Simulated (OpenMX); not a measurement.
W2C under changes of volume

One of the cells (12.984 Å³/atom); the others are scaled copies at fixed shape and fractional positions:

```
W C
1.0
     3.09038    0.00000    0.00000
    -1.54519    2.67635    0.00000
     0.00000    0.00000    4.70941
W C
2 1
Direct
  0.66667 0.33333 0.25367
  0.33333 0.66667 0.74633
  0.00000 0.00000 0.00000
```

The cell comes from a database or a generator and needn't be the stable form of this composition.

```yaml
Program: OpenMX 3.8.5
Functional: PBE
Potentials_or_basis: OpenMX 2013 PBE set, W7.0-s3p2d2f1, C6.0-s2p2d1, fixed grid of 32 × 32 × 56 points
k_mesh: 11 × 11 × 7
Occupations: fermi-dirac, width 0.05 eV
Spin: no spin polarisation
```

```csv
volume (Å³/atom),energy over the lowest point (meV/atom),largest force (eV/Å)
11.965,44.06,0.592
12.220,?,?
12.475,0.00,0.175
12.984,2.60,0.181
13.238,18.61,0.345
13.493,43.11,0.485
```

Question: What does the run at 12.220 Å³/atom give?

Answer: Energy over the lowest point 15.55 meV/atom; largest force 0.372 eV/Å.

Worked out: A Birch-Murnaghan fit of order 3 (a polynomial in V^(-2/3)) to the other rows has its minimum at 12.69 Å³/atom with B0 = V·E''(V) = 333 GPa and B' = 4.2 at fixed shape and positions, which overstates the stiffness. It gives 15.56 meV/atom at 12.220 Å³/atom, against the run's 15.55.

Energies are extrapolated to zero smearing.

Caveats: the basis of atomic orbitals isn't converged, which shifts pressures, moduli and gaps.
